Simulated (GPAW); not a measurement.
Here is a GPAW 26.7.0 calculation.

run.py

```python
from ase import Atoms
from ase.dft.bandgap import bandgap
from ase.io import write
from ase.units import GPa
from gpaw import GPAW, PW

atoms = Atoms(['Cu'],
              cell=[[0.0, 1.8075, 1.8075],
                    [1.8075, 0.0, 1.8075],
                    [1.8075, 1.8075, 0.0]],
              scaled_positions=[[0.0, 0.0, 0.0]],
              pbc=True)

calc = GPAW(mode=PW(600),
            xc='MGGA_X_R2SCAN+MGGA_C_R2SCAN',
            kpts={'size': (13, 13, 13), 'gamma': True},
            occupations={'name': 'fermi-dirac', 'width': 0.05},
            setups={'Cu': ':d,6.2'},
            nbands=14,
            convergence={'density': 1e-05, 'energy': 1e-05},
            maxiter=150,
            txt='gpaw.txt')
atoms.calc = calc
energy = atoms.get_potential_energy()
forces = atoms.get_forces()
stress = atoms.get_stress()
calc.write('gs.gpw')
write('result.traj', atoms)
print(f'Energy: {energy:.6f} eV')
print('Forces (eV/A):')
print(forces.round(4))
print('Stress (GPa):', (stress / GPa).round(3))
print('Fermi level:', round(calc.get_fermi_level(), 4), 'eV')
print(f'Gap: {bandgap(calc)[0]:.4f} eV, direct: {bandgap(calc, direct=True)[0]:.4f} eV')

path = atoms.cell.bandpath('GXWKGLUWLK,UX', npoints=100, eps=1e-4)
bs_calc = calc.fixed_density(kpts=path, symmetry='off', nbands=21,
                             convergence={'bands': 'CBM+6.0', 'eigenstates': 1e-6}, txt='bands.txt')
bs = bs_calc.band_structure()
bs.write('bs.json')
print(f'Gap on the path: {bandgap(bs_calc)[0]:.4f} eV')
```

Potentials or basis: GPAW PAW data sets (gpaw-data 1.2.1), pw.

Launch:

```bash
$ OMP_NUM_THREADS=1 python run.py
```

Task: Predict the pressure.

Result: -1.8 GPa.

Task: What does it give for the band gap along the path?

Result: None (metal or under the smearing width).

Levels at the corners of the path, in eV from the Fermi level:
```csv
point,band 3,band 4,band 5,band 6,band 7
Γ,-4.51,-4.51,-3.78,-3.78,24.07
X,-3.22,-2.95,-2.95,2.10,7.45
W,-4.87,-3.78,-2.95,6.73,6.73
K,-4.05,-3.62,-3.15,4.77,6.16
Γ,-4.51,-4.51,-3.78,-3.78,24.07
L,-4.59,-3.14,-3.14,-0.59,3.97
U,-4.05,-3.62,-3.15,4.77,6.16
W,-4.87,-3.78,-2.95,6.73,6.73
L,-4.59,-3.14,-3.14,-0.59,3.97
K,-4.05,-3.62,-3.15,4.77,6.16
U,-4.05,-3.62,-3.15,4.77,6.16
X,-3.22,-2.95,-2.95,2.10,7.45
```

Caveat: with this Cu data set, volumes or pressures lay over 1.5 % or 2 GPa off other programs in two to four cells of ten; the PAW data sets were made with another functional, which shifts forces and pressure a little; U without spin polarisation on a metal has little footing; the U is typed as a test and isn't derived for this compound.
